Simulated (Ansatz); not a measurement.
**¹¹⁹Sn Mössbauer parameters in SnS under strain**

Cell: a structure deposited in the COD, relaxed with PBE at fixed cell and then changed (z stretched by 2 %, ions relaxed).

```
Sn S
1.0
    11.32000    0.00000    0.00000
     0.00000    4.05000    0.00000
     0.00000    0.00000    4.32684
Sn S
4 4
Cartesian
  1.3636 1.0125 0.5151
  4.2964 3.0375 2.6786
  7.0236 1.0125 1.6483
  9.9564 3.0375 3.8117
  9.6387 1.0125 2.0628
  7.3413 3.0375 4.2262
  3.9787 1.0125 0.1006
  1.6813 3.0375 2.2641
```

Atom numbers follow the list; atoms alike are taken as one site, whose name carries the number of the first.

The numbers come from a DFT calculation in Ansatz (PBE, plane waves and PAW, scalar-relativistic, 420 eV cutoff, Γ-centred 4×11×10 k-points, Fermi–Dirac smearing 0.02 eV).

Isomer shifts (against SnO₂) follow from the electron density at the nucleus, δ = α(ρ − ρ₀), with α = 0.099 mm s⁻¹ a₀³ and ρ₀ = 183191.44 a₀⁻³ from a line fitted to 8 measured compounds at this level of theory (rms miss 0.12 mm/s). ΔE_Q = ½eQV_zz(1 + η²/3)^½ with Q = -0.132 b for the 23.9 keV state.

Question: What would the ¹¹⁹Sn spectrum's parameters be?

Answer: 

| site | atoms | first shell | ρ − ρ₀ (a₀⁻³) | δ (mm/s) | ΔE_Q (mm/s) | η |
| --- | --- | --- | --- | --- | --- | --- |
| Sn | 1, 2, 3, 4 | 3 S at 2.65–2.69 Å; also 2 S at 3.29 Å | 33.8 | 3.34 | 0.95 | 0.30 |

The shift of Sn is typical of Sn(II), and the large splitting points to a stereochemically active lone pair.

Without spin–orbit coupling (the program notes it for Sn) the gradients can shift somewhat, as the gap is small. Shifts outside the range of the fitted compounds (-0.5 to 3.2 mm/s for Sn) are extrapolations.
